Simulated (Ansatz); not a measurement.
**Ti: compression at zero temperature**

How does Ti compress? Cell and atoms are relaxed at 6 pressures between -2 and 40 GPa.

Computed with Ansatz 0.2.0 (DFT r2SCAN, scalar-relativistic, plane waves, PAW, unless a step's input says otherwise).

### 1 The starting structure

Symmetry: P6/mmm, No. 191, hexagonal system. Conventional cell: a = 4.568 Å, b = 4.568 Å, c = 2.825 Å, α = 90.00°, β = 90.00°, γ = 120.00°. Ti (site symmetry 6/mmm) is surrounded by 14 Ti at 2.82 to 2.99 Å. Ti (site symmetry -6m2) has 11 Ti at 2.64 to 2.99 Å as nearest neighbours.

Coordinates:

```xyz
3
Lattice="4.5680 0.0000 0.0000 -2.2840 3.9560 0.0000 0.0000 0.0000 2.8246" Properties=species:S:1:pos:R:3 pbc="T T T"
Ti    0.0000    0.0000    0.0000
Ti    0.0000    2.6373    1.4123
Ti    2.2840    1.3187    1.4123
```

It goes back to an entry of the Materials Project, which need not be the stable form.

It is the result of an earlier relaxation at this level (volume 17.01 Å³/atom; gap on the mesh: none (metal)).

### 2 -2 GPa

Input file input.yaml:

```yaml
crystal:
  lattice:
    - [4.5974476068, 0.0, 0.0]
    - [-2.2987238034, 3.98150642, 0.0]
    - [0.0, 0.0, 2.8427579585]
  atoms:
    - { symbol: Ti, position: [0.0, 0.0, 0.0] }
    - { symbol: Ti, position: [0.3333333333, 0.6666666667, 0.5] }
    - { symbol: Ti, position: [0.6666666667, 0.3333333333, 0.5] }
basis:
  ecutwfc: 500
kpoints:
  mp_grid: { grid: [12, 12, 14] }
hamiltonian:
  xc: r2scan
scf:
  occupations: { method: gaussian, width: 0.1 }
output:
  forces: true
  stress: true
  eigenvalues: true
relax:
  adjacent_minimum: "off"
  f_tol: 0.008
  max_steps: 50
  cell: { stress_tol: 0.08, p_target: -2.0 }
```

Started as:

```
$ ansatz run input.yaml --threads 1 --pin off --max-ram 2560MiB --backend cpu --events-out ev --progress --plain --runs-dir out
```

The session goes on with these runs: relaxing at 2 GPa; target pressure 5 GPa; 10 GPa; 20 GPa; relaxing at 40 GPa.

Q: Predict the outcome of this session. Wanted: bulk modulus B0; B0'.

**Answer**, as computed:

| quantity | value |
| --- | --- |
| volume at 40 GPa | 13.52 Å³/atom, V/V0 = 0.794 |
| bulk modulus B0 (third-order Birch-Murnaghan) | 118 GPa |
| B0' | 3.4 |

At 40 GPa the crystal has lost 20.6 % of its volume. The points follow one equation of state, B0 = 118 GPa. The cell gives way unevenly: a -7.8 %, b -7.8 %, c -6.5 %. Other structures may take over in this range; these runs cannot find them.
